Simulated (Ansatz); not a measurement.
Start of a relaxation, N put at a bridge B-N site (BN, R3m (No. 160), (0 0 1) face):

```xyz
7
Lattice="2.5061 0.0000 0.0000 -1.2531 2.1704 0.0000 0.0000 0.0000 25.5927" Properties=species:S:1:pos:R:3 pbc="T T T"
B     1.2531    0.7235    8.5000
N     0.0000    1.4469    8.5029
B     0.0000    1.4469   11.8264
N     0.0000    0.0000   11.8275
B     0.0000    0.0000   15.1492
N     1.2531    0.7235   15.1511
N     1.2531    1.4469   16.5311
```

Theory: DFT PBE+D3(BJ), scalar-relativistic, plane waves, PAW (Ansatz). Cutoff 420 eV; k points 12×12×1 on the computed 7-atom cell (Γ-centred); Gaussian smearing, width 0.05 eV; collinear spin from starting moments 0 0 0 0 0 0 3 μB. The cell repeats along c with a dipole correction in the vacuum.

Atoms 1, 2 (counted from 1) are held. The cell is fixed. Force threshold 0.03 eV/Å.

| step | E − E_final (eV) | largest force (eV/Å) |
| --- | --- | --- |
| 1 | 0.306 | 2.480 |
| 2 | 0.146 | 1.889 |
| 3 | 0.027 | 0.834 |
| 4 | 0.004 | 0.200 |
| 5 | 0.000 | 0.044 |
| 6 | 0.000 | 0.035 |
| 7 | 0.000 | 0.010 |

**Question.** What is the final structure?

**Answer.**
```
CELL_PARAMETERS angstrom
2.50611 0.00000 0.00000
-1.25306 2.17036 0.00000
0.00000 0.00000 25.59269
ATOMIC_POSITIONS crystal
B 0.66667 0.33333 0.33213
N 0.33333 0.66667 0.33224
B 0.35197 0.70394 0.46214
N 0.01865 0.03731 0.46219
B 0.97661 0.95323 0.59485
N 0.64564 0.29127 0.58558
N 0.79282 0.58563 0.64375
```

The end is the local minimum or symmetric point that this start leads to.

The reference crystal is a form of BN, which isn't its usual structure.

Cost: 1 run of about 8.2 core-minutes, on Arm Neoverse V1 (shared hosts).